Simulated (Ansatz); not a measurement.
## Li: one input, then a changed one

The cell is the one relaxed in the Materials Project (mp-51), not relaxed further here; entries there can be hypothetical. The listed cell was then made from it by scaling, straining or moving an atom.

First run: DFT, LDA, all-electron LAPW, scalar-relativistic (Ansatz 0.2.0).

Command: `ansatz run input.yaml --threads 1 --pin off --max-ram 2048MiB --backend cpu --events-out ev --progress --plain --runs-dir out` The run took 2 s on 1 thread of Arm Neoverse V1, on a shared host.

```yaml
crystal:
  lattice:
    - [0.0, 2.137547227, 2.137547227]
    - [2.137547227, 0.0, 2.137547227]
    - [2.137547227, 2.137547227, 0.0]
  atoms:
    - { symbol: Li, position: [0.0, 0.0, 0.0] }
kpoints:
  mp_grid: { grid: [16, 16, 16] }
scf:
  occupations: { method: fermi_dirac, width: 0.08 }
hamiltonian:
  xc: lda
  pseudopotentials: { kind: all_electron, lapw: { basis_error: 0.0005 } }
output:
  forces: true
  stress: true
  eigenvalues: true
```

Result: converged; pressure -0.43 GPa; 4 SCF iterations.

The input is then changed:

```diff
@@ -6,4 +6,5 @@
   atoms:
     - { symbol: Li, position: [0.0, 0.0, 0.0] }
+  symmetry: { detect: false }
 kpoints:
   mp_grid: { grid: [16, 16, 16] }
@@ -17,3 +18,5 @@
   stress: true
   eigenvalues: true
+basis:
+  xc_grid: 3
```

Q: Predict the outcome of the changed run.

A: It converged; pressure -0.43 GPa; 4 SCF iterations.
